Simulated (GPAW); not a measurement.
Runs of GPAW 26.7.0 on SiC. Symmetry: P6_3mc, No. 186, hexagonal system. Conventional cell: a = 3.076 Å, b = 3.076 Å, c = 10.071 Å, α = 90.00°, β = 90.00°, γ = 120.00°. Si (site symmetry 3m) is surrounded by 4 C at 1.88 to 1.89 Å. Si (site symmetry 3m) has 4 C at 1.88 to 1.89 Å as nearest neighbours. C (site symmetry 3m) has 4 Si at 1.88 to 1.89 Å as nearest neighbours. C (site symmetry 3m) has 4 Si at 1.88 to 1.89 Å as nearest neighbours. The cell is a database's computed one.

| task | level | potentials or basis | cell | eigensolver | optimizer | fmax | max steps | band path | gap on the mesh (eV) | pressure (GPa) | relaxed volume (Å³/atom) | largest force (eV/Å) |
| --- | --- | --- | --- | --- | --- | --- | --- | --- | --- | --- | --- | --- |
| relaxation of cell and atoms | BLYP | PAW data sets generated in the run's folder for this functional, pw | relaxed | davidson | FIRE | 0.02 eV/Å | 40 | - | 2.51 | -0.2 | 10.78 | - |
| relaxation of cell and atoms | PBEsol | PAW data sets generated in the run's folder for this functional, pw | relaxed | - | BFGS | 0.02 eV/Å | 40 | - | 2.11 | 0.0 | 10.39 | 0.01 |
| band structure | PBEint | PAW data sets generated in the run's folder for this functional, pw | as given | - | - | - | - | GMKGALHA,LM,KH | (b) | 3.3 | - | 0.01 |
| relaxation of cell and atoms | BLYP+D3 | PAW data sets generated in the run's folder for this functional, pw | relaxed | davidson | LBFGS | 0.02 eV/Å | 40 | - | (a) | 0.0 | 10.59 | 0.01 |

Alike in all rows: no spin polarisation; k mesh 6 × 6 × 2; cutoff (eV) 800; smearing fermi-dirac 0.05 eV; the mesh is coarse, so values aren't converged.

Q: Fill in the values left out.

A: (a) 2.52; (b) 2.09.

Caveats: later steps reuse the first step's grids (some runs).

A k mesh can miss the band edges.

Runs at the PBE level aren't shown here.
